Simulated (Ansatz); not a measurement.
The system is InSe.

```
CELL_PARAMETERS angstrom
2.00000 1.15470 8.44000
-2.00000 1.15470 8.44000
0.00000 -2.30940 8.44000
ATOMIC_POSITIONS crystal
In 0.88860 0.88860 0.88860
In 0.00000 0.00000 0.00000
Se 0.17190 0.17190 0.17190
Se 0.38350 0.38350 0.38350
```

Base run:

```yaml
Program: Ansatz 0.2.0
Functional: RPBE
Potentials_or_basis: Ansatz PAW
Cutoff: "420 eV (not typed: the program's choice for these potentials)"
k_mesh: 8 × 8 × 8
Occupations: fermi-dirac, width 0.05 eV
Spin: no spin polarisation
```

Its results: band gap on the k mesh 0.58 eV, direct; pressure 4.5 GPa; largest force 0.401 eV/Å.

Question: The run is repeated on the same cell with these changes: functional from RPBE to r2SCAN; cutoff from 420 eV (not typed: the program's choice for these potentials) to 500 eV (not typed: the program's choice for these potentials). What comes out?

Answer: Band gap on the k mesh 0.87 eV, direct; pressure 1.1 GPa; largest force 0.239 eV/Å.

r2SCAN gives the wider gap, since meta-GGAs in the generalised Kohn-Sham scheme recover part of the derivative discontinuity.

Caveats: spin-orbit coupling is left out, which moves the levels of the heavy elements; the PAW data sets come from PBE, with cores solved anew for the run's functional, which leaves a small shift of forces and pressure.
